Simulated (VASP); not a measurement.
Crystal: CdSe.

```
Cd Se
1.0
     0.00000    2.87396    2.87396
     2.87396    0.00000    2.87396
     2.87396    2.87396    0.00000
Cd Se
1 1
Cartesian
  0.0000 0.0000 0.0000
  2.8740 2.8740 2.8740
```

Measurements of this composition are mostly on another form, of space group No. 186.

| Property | Result |
| --- | --- |
| Program | VASP 6.6.1 |
| Task | relaxation of cell and atoms |
| Functional | RPBE |
| Potentials or basis | VASP PAW PBE potentials, release 64 (Cd, Se) |
| Cutoff | 600 eV |
| k mesh | 12 × 12 × 12 |
| Occupations | gaussian, width 0.1 eV |
| Spin | no spin polarisation |

At the start: pressure 2.2 GPa; volume 23.74 Å³/atom.

Problem. How do energy, volume and symmetry change on relaxing?

Solution. Over 3 steps the energy falls by 6.0 meV/atom and the volume is 24.65 Å³/atom (+3.9 %); space group Fm-3m (No. 225, to 0.05 Å).

Step by step:
```
step  energy change (eV)  largest force (eV/Å)  pressure (GPa)  volume (Å³)
   1              0.0000                0.0000            2.18        47.48
   2             -0.0114                0.0000           -0.43        49.73
   3             -0.0120                0.0000            0.01        49.31
```

Final structure:
```yaml
crystal:
  lattice:
    - [0.00000, 2.91043, 2.91043]
    - [2.91043, 0.00000, 2.91043]
    - [2.91043, 2.91043, 0.00000]
  atoms:
    - { symbol: Cd, position: [0.00000, 0.00000, 0.00000] }
    - { symbol: Se, position: [0.50000, 0.50000, 0.50000] }
```

Caveat: the PAW data sets were made with another functional, which shifts forces and pressure a little.
